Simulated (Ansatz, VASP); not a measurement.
## KMgF3: VASP beside Ansatz

File INCAR:

```
ALGO = Normal ; EDIFF = 1E-6
ENCUT = 520 ; GGA = CA
ISIF = 2 ; ISMEAR = 0
LASPH = T ; LCHARG = T
LELF = T ; LREAL = F
LVHAR = T ; LWAVE = F
NBANDS = 24 ; NELM = 100
PREC = Accurate ; SIGMA = 0.05
```

Contents of KPOINTS:

```
k-points
0
Gamma
  6 6 6
```

Contents of POSCAR:

```
KMgF3
1.0
    3.9859000000      0.0000000000      0.0000000000
    0.0000000000      3.9859000000      0.0000000000
    0.0000000000      0.0000000000      3.9859000000
K Mg F
1 1 3
Direct
    0.5000000000      0.5000000000      0.5000000000
    0.0000000000      0.0000000000      0.0000000000
    0.5000000000     -0.0221752547     -0.0221752547
    0.0000000000      0.4778247453     -0.0221752547
    0.0000000000     -0.0221752547      0.4778247453
```

Input for Ansatz:

```yaml
crystal:
  lattice:
    - [3.9859, 0.0, 0.0]
    - [0.0, 3.9859, 0.0]
    - [0.0, 0.0, 3.9859]
  atoms:
    - { symbol: K, position: [0.5, 0.5, 0.5] }
    - { symbol: Mg, position: [0.0, 0.0, 0.0] }
    - { symbol: F, position: [0.5, -0.0221752547, -0.0221752547] }
    - { symbol: F, position: [0.0, 0.4778247453, -0.0221752547] }
    - { symbol: F, position: [0.0, -0.0221752547, 0.4778247453] }
basis:
  ecutwfc: 420
kpoints:
  mp_grid: { grid: [6, 6, 6] }
hamiltonian:
  xc: lda
scf:
  occupations: { method: gaussian, width: 0.05 }
output:
  forces: true
  stress: true
  eigenvalues: true
```

Change from the starting cell: all F atoms moved +0.125 Å, as atom 3 towards its neighbour atom 1 (K) at 2.818 Å.

Alike in both runs: task single point; functional LDA; k mesh 6 × 6 × 6; occupations gaussian, width 0.05 eV; no spin polarisation.

|  | VASP | Ansatz |
| --- | --- | --- |
| version | VASP 6.6.1 | Ansatz 0.2.0 |
| potentials or method | VASP PAW LDA potentials, release 64 (K_sv, Mg, F) | scalar-relativistic, plane waves, PAW |
| plane-wave cutoff (eV) | 520 | 420 |
| valence electrons in the cell | 32 | 40 |

|  | VASP | Ansatz | Ansatz less VASP |
| --- | --- | --- | --- |
| gap on the k mesh at the Fermi level (eV) | 6.95 | 6.98 | +0.027 |
| least direct gap on the mesh (eV) | 7.28 | 7.30 | +0.026 |
| pressure (GPa) | -4.5 | -3.8 | +0.76 |
| largest component of the traceless stress (GPa) | 0.76 | 0.74 | -0.021 |
| rms of the force components (eV/Å) | 0.332 | 0.325 | -0.0074 |

Atom by atom the forces differ by 0.008 eV/Å (rms over components). The two sets of potentials don't hold the same shells in valence.

A k mesh can miss the band edges.
